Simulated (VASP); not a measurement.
Here is a VASP 6.6.1 calculation.

INCAR

```
PREC = Accurate
ENCUT = 520
EDIFF = 1E-7
ISMEAR = 0
SIGMA = 0.05
LREAL = F
LASPH = T
NELM = 100
ALGO = Normal
ISIF = 2
LWAVE = F
LCHARG = F
ISPIN = 2
MAGMOM = 4 0
LORBIT = 11
LMAXMIX = 4
LDAU = T
LDAUTYPE = 2
LDAUL = 2 -1
LDAUU = 5 0
LDAUJ = 0 0
LDAUPRINT = 1
METAGGA = R2SCAN
LMIXTAU = T
NBANDS = 20
```

Contents of KPOINTS:

```
Automatic mesh
0
Gamma
  7 7 7
```

The input POSCAR:

```
MnO
1.0
    0.0000000000      2.2220003300      2.2220003300
    2.2220003300      0.0000000000      2.2220003300
    2.2220003300      2.2220003300      0.0000000000
Mn O
1 1
Direct
    0.0000000000      0.0000000000      0.0000000000
    0.5000000000      0.5000000000      0.5000000000
```

Potentials or basis: VASP PAW PBE potentials, release 64 (Mn_pv, O).

Launch:

```bash
$ cat potpaw_PBE.64/Mn_pv/POTCAR potpaw_PBE.64/O/POTCAR > POTCAR
$ mpirun -np 1 vasp_std > vasp.out
```

Problem. Estimate the site moments.

Solution. Mn +4.69; O +0.13 μB.

Problem. Estimate the pressure.

Solution. 4.3 GPa.

Problem. What does it give for the net moment?

Solution. 5.00 μB per cell.

Problem. What does it give for the band gap on the k mesh?

Solution. 1.16 eV, indirect (least direct gap 3.23 eV).

Eigenvalues of the final occupation matrices:
```
    site  spin  trace               eigenvalues
site 1 d     1   4.81  0.95 0.95 0.95 0.98 0.98
site 1 d     2   0.17  0.01 0.01 0.01 0.06 0.06
```

Caveat: the PAW data sets were made with another functional, which shifts forces and pressure a little; an odd mesh through Γ misses points on the zone boundary, where band edges often lie; a cell with one magnetic atom can't hold antiferromagnetic order, which such compounds often take. The state reached can hang on the start; a lower one may exist.
